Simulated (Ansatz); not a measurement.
BeO in space group P6_3mc (No. 186; Pearson symbol hP12), a = b = 2.660 Å, c = 13.012 Å, α = β = 90.00°, γ = 120.00°.

Relaxed with LDA.

Give the optical modes at the zone centre with their infrared and Raman activity from DFPT, the program Ansatz at the LDA level (PAW).

Transverse frequencies, without the LO–TO term; a row sums one degenerate level.

```csv
ω (cm⁻¹),degeneracy,IR ((D/Å)²/amu),Raman (Å⁴/amu),activity
164,2,0.00,0.075,Raman
166,2,0.00,0,silent
283,2,0.00,0,silent
286,2,0.01,0,silent
321,1,0.00,0,silent
323,1,0.00,0,silent
328,2,0.00,0,silent
585,1,0.16,0.073,IR+Raman
591,1,0.06,0,IR
724,1,0.00,0,silent
724,2,0.00,1.1,Raman
729,2,0.10,0,IR
735,2,2.44,0,IR
739,1,77.36,5.7,IR+Raman
742,2,0.00,4.5,Raman
748,2,0.00,0.10,Raman
752,2,149.35,3.0,IR+Raman
915,1,0.00,0,silent
986,1,0.02,0.055,IR+Raman
993,1,0.01,0,silent
1068,1,0.00,0,silent
1073,1,0.00,0,silent
```

How high does the top mode go among those that the LO–TO term moves?

1104 cm⁻¹ for q along x, 1104 cm⁻¹ for q along y, 1100 cm⁻¹ for q along z.

The cell is a constructed one: a structure type filled with these elements. Its sites differ from those of the usual phase in this space group: another stacking or structure type. The cell was relaxed with LDA under the symmetry of its start; phonons on a q-mesh show no instability.

Potentials: the later of the program's two PAW sets.
